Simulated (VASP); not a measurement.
# Mg (Im-3m) in VASP: notebook

The runs below take Mg through single point, with RPBE, PBE+D2.

Everything below comes from runs of VASP 6.6.1. Logs are shortened: lines on timing, memory, paths and dates and some standing lists are left out, and cuts for length are marked.

**1. Starting point**

It takes space group Im-3m (No. 229, cubic). The conventional cell has a = 3.546 Å, b = 3.546 Å, c = 3.546 Å, α = 90.00°, β = 90.00°, γ = 90.00°. Mg (site symmetry m-3m) has 8 Mg at 3.07 Å as nearest neighbours.

This isn't the form of Mg at room conditions, which is hcp.

**2. Single point, RPBE**

INCAR reads:

```
PREC = Accurate
ENCUT = 550
EDIFF = 1E-6
ISMEAR = 0
SIGMA = 0.05
LREAL = F
LASPH = T
NELM = 100
ALGO = Fast
ISIF = 2
LWAVE = F
LCHARG = F
GGA = RP
```

KPOINTS reads:

```
regular mesh
0
Gamma
  11 11 11
```

POSCAR reads:

```
Mg
1.0
   -1.7727644967      1.7727644967      1.7727644967
    1.7727644967     -1.7727644967      1.7727644967
    1.7727644967      1.7727644967     -1.7727644967
Mg
1
Cartesian
    0.0000000000      0.0000000000      0.0000000000
```

Potentials or basis: VASP PAW PBE potentials, release 64 (Mg_GW).

Started as:

```
$ cat potpaw_PBE.64/Mg_GW/POTCAR > POTCAR
$ mpirun -np 1 vasp_std > vasp.out
```

OUTCAR:

```text
PREC = Accurate
   ENCUT = 550
   EDIFF = 1E-6
   ISMEAR = 0
   LREAL = F
   LASPH = T
   NELM = 100
   ISIF = 2
   GGA = RP

 ion  position               nearest neighbor table
   1  0.000  0.000  0.000-

  LATTYP: Found a body centered cubic cell.
 ALAT       =     3.5455289934

  Lattice vectors:

 A1 = (  -1.7727644967,   1.7727644967,   1.7727644967)
 A2 = (   1.7727644967,  -1.7727644967,   1.7727644967)
 A3 = (   1.7727644967,   1.7727644967,  -1.7727644967)

Analysis of symmetry for initial positions (statically):
=====================================================================
 Subroutine PRICEL returns:
 Original cell was already a primitive cell.

 Routine SETGRP: Setting up the symmetry group for a
 body centered cubic supercell.

 Subroutine GETGRP returns: Found 48 space group operations
 (whereof 48 operations were pure point group operations)
 out of a pool of 48 trial point group operations.

The static configuration has the point symmetry O_h .

Analysis of symmetry for dynamics (positions and initial velocities):
=====================================================================
 Subroutine PRICEL returns:
 Original cell was already a primitive cell.

 Routine SETGRP: Setting up the symmetry group for a
 body centered cubic supercell.

 Subroutine GETGRP returns: Found 48 space group operations
 (whereof 48 operations were pure point group operations)
 out of a pool of 48 trial point group operations.

The dynamic configuration has the point symmetry O_h .

 Subroutine INISYM returns: Found 48 space group operations
 (whereof 48 operations are pure point group operations),
 and found     1 'primitive' translations

----------------------------------------------------------------------------------------

                                     Primitive cell

  volume of cell :      22.2850

  direct lattice vectors                    reciprocal lattice vectors
    -1.772764497  1.772764497  1.772764497     0.000000000  0.282045360  0.282045360
     1.772764497 -1.772764497  1.772764497     0.282045360  0.000000000  0.282045360
     1.772764497  1.772764497 -1.772764497     0.282045360  0.282045360  0.000000000

  length of vectors
     3.070518178  3.070518178  3.070518178     0.398872373  0.398872373  0.398872373

  position of ions in fractional coordinates (direct lattice)
     0.000000000  0.000000000  0.000000000

  ion indices of the primitive-cell ions
   primitive index   ion index
                 1           1

----------------------------------------------------------------------------------------

 KPOINTS: regular mesh

Automatic generation of k-mesh.
 Grid dimensions read from file:
 generate k-points for:   11   11   11

 Generating k-lattice:

  Cartesian coordinates                     Fractional coordinates (reciprocal lattice)
     0.000000000  0.025640487  0.025640487     0.090909091  0.000000000  0.000000000
     0.025640487  0.000000000  0.025640487     0.000000000  0.090909091  0.000000000
     0.025640487  0.025640487  0.000000000     0.000000000  0.000000000  0.090909091

  Length of vectors
     0.036261125  0.036261125  0.036261125

  Shift w.r.t. Gamma in fractional coordinates (k-lattice)
     0.000000000  0.000000000  0.000000000

 Subroutine IBZKPT returns following result:
 ===========================================

 Found     56 irreducible k-points:

 Following reciprocal coordinates:
            Coordinates               Weight
  0.000000  0.000000  0.000000      1.000000
  0.090909  0.000000  0.000000     12.000000
  0.181818  0.000000  0.000000     12.000000
  0.272727  0.000000  0.000000     12.000000
  0.363636  0.000000  0.000000     12.000000
  0.454545  0.000000  0.000000     12.000000
[... 42 lines left out ...]
 -0.363636  0.363636  0.272727     24.000000
 -0.454545  0.454545  0.272727     24.000000
 [... further k-points ...]
   k-points           NKPTS =     56   k-points in BZ     NKDIM =     56   number of bands    NBANDS=      5
   number of dos      NEDOS =    301   number of ions     NIONS =      1
   total plane-waves  NPLWV =  13824
   dimension x,y,z NGX =    24 NGY =   24 NGZ =   24
   dimension x,y,z NGXF=    48 NGYF=   48 NGZF=   48
   ions per type =               1
   NGX,Y,Z   is equivalent  to a cutoff of  12.99, 12.99, 12.99 a.u.
   NGXF,Y,Z  is equivalent  to a cutoff of  25.99, 25.99, 25.99 a.u.
 SYSTEM =  unknown system
   PREC   = accura    normal or accurate (medium, high low for compatibility)
   ISTART =      0    job   : 0-new  1-cont  2-samecut
   ICHARG =      2    charge: 1-file 2-atom 10-const
   ISPIN  =      1    spin polarized calculation?
   LNONCOLLINEAR =      F non collinear calculations
   LSORBIT =      F    spin-orbit coupling
   LASPH  =      T    aspherical Exc in radial PAW
   ENCUT  =  550.0 eV  40.42 Ry    6.36 a.u.   5.87  5.87  5.87*2*pi/ulx,y,z
   NELM   =    100;   NELMIN=  2; NELMDL= -5     # of ELM steps
   EDIFF  = 0.1E-05   stopping-criterion for ELM
   LREAL  =      F    real-space projection
   EDIFFG = 0.1E-04   stopping-criterion for IOM
   NSW    =      0    number of steps for IOM
   IBRION =     -1    ionic relax: 0-MD 1-quasi-New 2-CG
   NFREE  =      0    steps in history (QN), initial steepest desc. (CG)
   ISIF   =      2    stress and relaxation
   ISYM   =      2    0-nonsym 1-usesym 2-fastsym
   POTIM  = 0.5000    time-step for ionic-motion
   TEBEG  =    0.0;   TEEND  =   0.0 temperature during run
   PSTRESS=    0.0 pullay stress
   NELECT =       2.0000    total number of electrons
   NUPDOWN=      -1.0000    fix difference up-down
   EMIN   =  10.00;   EMAX   =-10.00  energy-range for DOS
   EFERMI =   0.00;   METHOD = LEGACY
   ISMEAR =     0;   SIGMA  =   0.05  broadening in eV -4-tet -1-fermi 0-gaus
   EFERMI_NEDOS =   21; number of points for ismear=-14 and -15
   IALGO  =     68    algorithm
   IMIX   =      4    mixing-type and parameters
     AMIX     =   0.40;   BMIX     =  1.00
     AMIX_MAG =   1.60;   BMIX_MAG =  1.00
  volume/ion in A,a.u.               =      22.29       150.39
  Fermi-wavevector in a.u.,A,eV,Ry     =   0.732960  1.385094  7.309469  0.537231
  Thomas-Fermi vector in A             =   1.825552
   LORBIT       =      0    0 simple, 1 ext, 2 COOP (PROOUT), +10 PAW based schemes
   GGA     = RP    functional components
   LHFCALC =     F    Hartree Fock is set to
   AEXX    =    0.0000 exact exchange contribution
   IVDW    =     0    specifies the selected vdW correction
   LEPSILON=     F    determine dielectric tensor
   LRPA    =     F    only Hartree local field effects (RPA)
 non-spin polarized calculation
 RMM-DIIS sequential band-by-band and
 Gauss-broadening in eV      SIGMA  =   0.05
  energy-cutoff  :      550.00
  volume of cell :       22.29
 maximum number of plane-waves:       678
   NGX = 11   NGY = 11   NGZ = 11

 number of electron       2.0000000 magnetization

 Free energy of the ion-electron system (eV)
  ---------------------------------------------------
  ext. energy  EPLUGINS =         0.00000000
  ---------------------------------------------------
  free energy    TOTEN  =        -1.30866617 eV

  energy without entropy =       -1.30823185  energy(sigma->0) =       -1.30844901

 E-fermi :   2.9268     XC(G=0):  -8.4867

 val. band max:        2.9033960251   @ k =   0.3636   0.1818   0.0909
 cond. band min:       3.0171225373   @ k =  -0.4545   0.4545   0.0909
 fundamental gap:      0.1137265122
 Fermi energy:         2.9268404089

 k-point     1 :       0.0000    0.0000    0.0000
  band No.  band energies     occupation
      1      -4.1602      2.00000
      2      16.1746      0.00000
      3      16.1746      0.00000
      4      16.1746      0.00000
      5      18.1797      0.00000

 k-point     2 :       0.0909    0.0000    0.0000
  band No.  band energies     occupation
      1      -3.9618      2.00000
      2      14.1149      0.00000
      3      15.2695      0.00000
      4      15.4011      0.00000
      5      16.7684      0.00000

 k-point     3 :       0.1818    0.0000    0.0000
  band No.  band energies     occupation
      1      -3.3691      2.00000
      2      10.9257      0.00000
      3      13.9239      0.00000
      4      14.3110      0.00000
      5      15.4030      0.00000

 k-point     4 :       0.2727    0.0000    0.0000
  band No.  band energies     occupation
      1      -2.3896      2.00000
      2       7.9175      0.00000
      3      12.8232      0.00000
      4      13.4415      0.00000
      5      14.3711      0.00000

 k-point     5 :       0.3636    0.0000    0.0000
  band No.  band energies     occupation
      1      -1.0367      2.00000
      2       5.2025      0.00000
      3      12.0707      0.00000
      4      12.8552      0.00000
      5      13.6839      0.00000

 k-point     6 :       0.4545    0.0000    0.0000
  band No.  band energies     occupation
      1       0.6526      2.00000
      2       2.8312      1.99320
      3      11.6909      0.00000
      4      12.5615      0.00000
      5      13.3410      0.00000
[... 241 lines left out ...]
 k-point    37 :       0.1818    0.1818    0.1818
  band No.  band energies     occupation
      1       0.4798      2.00000
      2       6.2126      0.00000
      3       6.2126      0.00000
      4       7.9955      0.00000
      5      21.5900      0.00000

 k-point    38 :       0.2727    0.1818    0.1818
  band No.  band energies     occupation
      1       2.1229      2.00000
      2       4.1917      0.00000
      3       5.8468      0.00000
      4       7.3305      0.00000
      5      21.8780      0.00000

 k-point    39 :      -0.1818    0.1818    0.1818
  band No.  band energies     occupation
      1      -2.5845      2.00000
      2      11.0516      0.00000
      3      11.0516      0.00000
      4      11.6922      0.00000
      5      13.9166      0.00000

 k-point    40 :       0.2727    0.2727    0.1818
  band No.  band energies     occupation
      1       3.6688      0.00000
      2       3.6688      0.00000
      3       4.6495      0.00000
      4       6.7966      0.00000
      5      23.0586      0.00000

 [... further k-points ...]

------------------------ aborting loop because EDIFF is reached ----------------------------------------

  FORCE on cell =-STRESS in cart. coord.  units (eV):
  Direction    XX          YY          ZZ          XY          YZ          ZX
  --------------------------------------------------------------------------------------
  -------------------------------------------------------------------------------------
  Total        0.2766475      0.2766475      0.2766475      0.0000000     -0.0000000      0.0000000
  in kB       19.8895169     19.8895169     19.8895169      0.0000000     -0.0000000      0.0000000
  external PRESSURE =      19.8895169 kB  Pullay stress =       0.0000000 kB

 VOLUME and BASIS-vectors are now :
 -----------------------------------------------------------------------------
  energy-cutoff  :      550.00
  volume of cell :       22.29
      direct lattice vectors                 reciprocal lattice vectors
    -1.772764497  1.772764497  1.772764497     0.000000000  0.282045360  0.282045360
     1.772764497 -1.772764497  1.772764497     0.282045360  0.000000000  0.282045360
     1.772764497  1.772764497 -1.772764497     0.282045360  0.282045360  0.000000000

 POSITION                                       TOTAL-FORCE (eV/Angst)
 -----------------------------------------------------------------------------------
      0.00000      0.00000      0.00000         0.000000     -0.000000      0.000000
 -----------------------------------------------------------------------------------
    total drift:                                0.000000     -0.000000     -0.000000

  FREE ENERGIE OF THE ION-ELECTRON SYSTEM (eV)
  ---------------------------------------------------
  free  energy   TOTEN  =        -1.3086661676 eV

  energy  without entropy=       -1.3082318494  energy(sigma->0) =       -1.30844901
```

Wall time 4.9 s (1 thread of Intel Xeon 6975P-C (Granite Rapids), shared host); peak memory 0.12 GiB.

Results:

* Free energy: -1.3087 eV
* Pressure: 2.0 GPa
* Band gap on the k mesh: none (metal or under the smearing width)

Caveat: the PAW data sets were made with another functional, which shifts forces and pressure a little.

**3. Single point, RPBE**

run.py reads:

```python
from ase.calculators.vasp import Vasp
from ase.dft.bandgap import bandgap
from ase.spacegroup import crystal

atoms = crystal(
    ['Mg'],
    basis=[[0.0, 0.0, 0.0]],
    spacegroup=229,
    setting=1,
    cellpar=[3.54552899, 3.54552899, 3.54552899, 90.0, 90.0, 90.0],
    primitive_cell=True,
)
calc = Vasp(
    directory='calc',
    xc='rpbe',
    pp='PBE',
    setups={'base': 'minimal', 'Mg': '_GW'},
    prec='Accurate',
    encut=550,
    ediff=1e-06,
    ismear=0,
    sigma=0.05,
    lreal=False,
    lasph=True,
    nelm=100,
    algo='Normal',
    isif=2,
    lwave=False,
    lcharg=False,
    kpts=[11, 11, 11],
    gamma=True,
)
atoms.calc = calc

print('energy (eV):', atoms.get_potential_energy())
print('free energy (eV):', atoms.get_potential_energy(force_consistent=True))
print('forces (eV/A):')
print(atoms.get_forces())
print('stress (eV/A^3, Voigt):', atoms.get_stress())
print('Fermi level (eV):', calc.get_fermi_level())
gap, top, bottom = bandgap(calc)
print('band gap (eV):', gap, 'from (spin, k, band)', top, 'to', bottom)
```

Potentials or basis: VASP PAW PBE potentials, release 64 (Mg_GW).

Started as:

```
$ python run.py
```

Log:

```text
energy (eV): -1.30844907
free energy (eV): -1.30866623
forces (eV/A):
[[ 0. -0. -0.]]
stress (eV/A^3, Voigt): [-0.01241213 -0.01241213 -0.01241213 -0.          0.         -0.        ]
Fermi level (eV): 2.926866
band gap (eV): 0.0 from (spin, k, band) (None, None, None) to (None, None, None)
```

OUTCAR:

```text
ENCUT = 550.000000
   EDIFF = 1.00e-06
   GGA = RP
   PREC = Accurate
   ISIF = 2
   ISMEAR = 0
   NELM = 100
   LASPH = .TRUE.
   LREAL = .FALSE.

 ion  position               nearest neighbor table
   1  0.000  0.000  0.000-

  LATTYP: Found a body centered cubic cell.
 ALAT       =     3.5455289900

[... 540 lines left out ...]
  Total        0.2766045      0.2766045      0.2766045      0.0000000      0.0000000     -0.0000000
  in kB       19.8864249     19.8864249     19.8864249      0.0000000      0.0000000     -0.0000000
  external PRESSURE =      19.8864249 kB  Pullay stress =       0.0000000 kB

 VOLUME and BASIS-vectors are now :
 -----------------------------------------------------------------------------
  energy-cutoff  :      550.00
  volume of cell :       22.29
      direct lattice vectors                 reciprocal lattice vectors
    -1.772764495  1.772764495  1.772764495     0.000000000  0.282045360  0.282045360
     1.772764495 -1.772764495  1.772764495     0.282045360  0.000000000  0.282045360
     1.772764495  1.772764495 -1.772764495     0.282045360  0.282045360  0.000000000

 POSITION                                       TOTAL-FORCE (eV/Angst)
 -----------------------------------------------------------------------------------
      0.00000      0.00000      0.00000         0.000000     -0.000000     -0.000000
 -----------------------------------------------------------------------------------
    total drift:                                0.000000     -0.000000     -0.000000

  FREE ENERGIE OF THE ION-ELECTRON SYSTEM (eV)
  ---------------------------------------------------
  free  energy   TOTEN  =        -1.3086662272 eV

  energy  without entropy=       -1.3082319073  energy(sigma->0) =       -1.30844907
```

INCAR:

```text
ENCUT = 550.000000
SIGMA = 0.050000
EDIFF = 1.00e-06
ALGO = Normal
GGA = RP
PREC = Accurate
ISIF = 2
ISMEAR = 0
NELM = 100
LASPH = .TRUE.
LCHARG = .FALSE.
LWAVE = .FALSE.
LREAL = .FALSE.
```

It took 7.9 s on 1 thread of Intel Xeon 6975P-C (Granite Rapids), shared host; peak memory 0.13 GiB.

Results:

| Quantity | Value |
| --- | --- |
| Free energy | -1.3087 eV |
| Pressure | 2.0 GPa |
| Band gap on the k mesh | none (metal or under the smearing width) |

Levels at points of the mesh, in eV from the Fermi level:
| k point | band 1 | band 2 | band 3 | band 4 |
| --- | --- | --- | --- | --- |
| (0.00, 0.00, 0.00) | -7.09 | 13.25 | 13.25 | 13.25 |

Caveat: the PAW data sets were made with another functional, which shifts forces and pressure a little.

**4. Single point, PBE+D2**

run.py reads:

```python
from ase.calculators.vasp import Vasp
from ase.dft.bandgap import bandgap
from ase.io import read

atoms = read('Mg.xyz')
calc = Vasp(
    directory='calc',
    xc='pbe',
    pp='PBE',
    setups='recommended',
    prec='Accurate',
    encut=520,
    ediff=1e-07,
    ismear=1,
    sigma=0.1,
    lreal=False,
    lasph=True,
    nelm=80,
    algo='Fast',
    isif=2,
    lwave=False,
    lcharg=False,
    ivdw=1,
    kpts=[11, 11, 11],
    gamma=True,
    nbands=7,
)
atoms.calc = calc

print('energy (eV):', atoms.get_potential_energy())
print('free energy (eV):', atoms.get_potential_energy(force_consistent=True))
print('forces (eV/A):')
print(atoms.get_forces())
print('stress (eV/A^3, Voigt):', atoms.get_stress())
print('Fermi level (eV):', calc.get_fermi_level())
gap, top, bottom = bandgap(calc)
print('band gap (eV):', gap, 'from (spin, k, band)', top, 'to', bottom)
```

Mg.xyz reads:

```xyz
1
Lattice="-1.7727644967 1.7727644967 1.7727644967 1.7727644967 -1.7727644967 1.7727644967 1.7727644967 1.7727644967 -1.7727644967" Properties=species:S:1:pos:R:3 pbc="T T T"
Mg     0.0000000000      0.0000000000      0.0000000000
```

Potentials or basis: VASP PAW PBE potentials, release 64 (Mg).

Started as:

```
$ python run.py
```

Run time: 9.1 s. Hardware: 1 thread of Intel Xeon 6975P-C (Granite Rapids), shared host; peak memory 0.12 GiB.

Results (log left out):

- Free energy: -1.7890 eV
- Pressure: -2.8 GPa
- Band gap on the k mesh: none (metal or under the smearing width)
- Dispersion energy per atom: -0.308 eV

Levels at points of the mesh, in eV from the Fermi level:
| k point | band 1 | band 2 | band 3 | band 4 |
| --- | --- | --- | --- | --- |
| (0.00, 0.00, 0.00) | -7.08 | 13.22 | 13.22 | 13.22 |

Caveat: atom-pairwise D2, TS and ULG terms overbind metals; pairwise dispersion overbinds metals, which lowers pressure and volume.

**5. The reference run**

An earlier run on the cell as given: functional PBE; potentials or basis VASP PAW PBE potentials, release 64 (Mg); cutoff 520 eV; k mesh 11 × 11 × 11; occupations fermi-dirac, width 0.05 eV; no spin polarisation.

- Pressure: 0.8 GPa
- Band gap on the k mesh: none (metal or under the smearing width)

**6. The runs side by side**

| level | potentials or basis | cutoff (eV) | smearing | gap on the mesh (eV) | pressure (GPa) |
| --- | --- | --- | --- | --- | --- |
| RPBE | VASP PAW PBE potentials, release 64 (Mg_GW) | 550 | gaussian 0.05 eV | none | 2.0 |
| PBE+D2 | VASP PAW PBE potentials, release 64 (Mg) | 520 | methfessel-paxton 0.1 eV | none | -2.8 |
| PBE | VASP PAW PBE potentials, release 64 (Mg) | 520 | fermi-dirac 0.05 eV | none | 0.8 |

Alike in all rows: task single point; no spin polarisation; cell as given; k mesh 11 × 11 × 11.

Caveats: the PAW data sets were made with another functional, which shifts forces and pressure a little (some runs); atom-pairwise D2, TS and ULG terms overbind metals (some runs); pairwise dispersion overbinds metals, which lowers pressure and volume (some runs).

Total energies depend on the potentials used, so only differences within one code and one set of settings carry meaning.
